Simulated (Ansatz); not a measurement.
Runs of Ansatz 0.2.0 on ZrO2. Symmetry: P4_2/nmc, No. 137, tetragonal system. The conventional cell has a = 3.596 Å, b = 3.596 Å, c = 5.177 Å, α = 90.00°, β = 90.00°, γ = 90.00°. Zr (site symmetry -4m2) is surrounded by 8 O at 2.08 to 2.37 Å. O (site symmetry 2mm) has 4 Zr at 2.08 to 2.37 Å as nearest neighbours. 

```csv
U,gap on the mesh (eV),pressure (GPa),largest force (eV/Å)
Zr d U = 2 eV,(a),4.0,(b)
Zr d U = 4 eV,5.50,6.8,0.22
Zr d U = 8 eV,6.62,13.3,0.51
Zr d U = 1 eV,4.78,2.7,-
Zr d U = 6 eV,6.04,(c),0.36
```

Alike in all rows: task band structure; level r2SCAN+U; potentials or basis Ansatz PAW; no spin polarisation; cell as given; k mesh 7 × 7 × 5; cutoff (eV) 500; smearing fermi-dirac 0.05 eV.

Task: Fill in the values left out.

Result: (a) 5.01; (b) 0.07; (c) 9.9.

Caveats: the PAW data sets come from PBE, with cores solved anew for the run's functional, which leaves a small shift of forces and pressure.

A k mesh can miss the band edges, and the runs leave out spin-orbit coupling on Zr.
